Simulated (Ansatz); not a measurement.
# AlNi: the cost of one run

Computed with Ansatz 0.2.0 (DFT PBE, scalar-relativistic, unless a step's input says otherwise).

## 1. Starting point

The structure is cubic, space group Pm-3m (No. 221). Conventional cell: a = 2.881 Å, b = 2.881 Å, c = 2.881 Å, α = 90.00°, β = 90.00°, γ = 90.00°. Around Al (site symmetry m-3m) lie 8 Ni at 2.50 Å. Around Ni (site symmetry m-3m) lie 8 Al at 2.50 Å.

Coordinates:

```
CELL_PARAMETERS angstrom
2.88100 0.00000 0.00000
0.00000 2.88100 0.00000
0.00000 0.00000 2.88100
ATOMIC_POSITIONS crystal
Al 0.00000 0.00000 0.00000
Ni 0.50000 0.50000 0.50000
```

Atoms are numbered in the order of the input: Al1, Ni2.

## 2. The deformed structure

Space group Pm-3m before, P4/mmm after.

## 3. LAPW, all electrons

input.yaml

```yaml
crystal:
  lattice:
    - [2.8250529267, 0.0, 0.0]
    - [0.0, 2.8250529267, 0.0]
    - [0.0, 0.0, 2.99624]
  atoms:
    - { symbol: Al, position: [0.0, 0.0, 0.0] }
    - { symbol: Ni, position: [0.5, 0.5, 0.5], spin: 1.5 }
magnetization:
  spin_polarized: true
kpoints:
  mp_grid: { grid: [14, 14, 14] }
scf:
  occupations: { method: fermi_dirac, width: 0.03 }
hamiltonian:
  xc: pbe
  pseudopotentials: { kind: all_electron, lapw: { basis_error: 0.0005 } }
output:
  forces: true
  stress: true
  eigenvalues: true
```

Command:

```
> ansatz run input.yaml --threads 1 --pin off --max-ram 3072MiB --backend cpu --events-out ev --progress --plain --runs-dir out
```

Q: Estimate wall time and peak memory on 1 thread of Intel Xeon 6975P-C (Granite Rapids), shared host.

About 61 s, with a peak of 1.1 GiB.
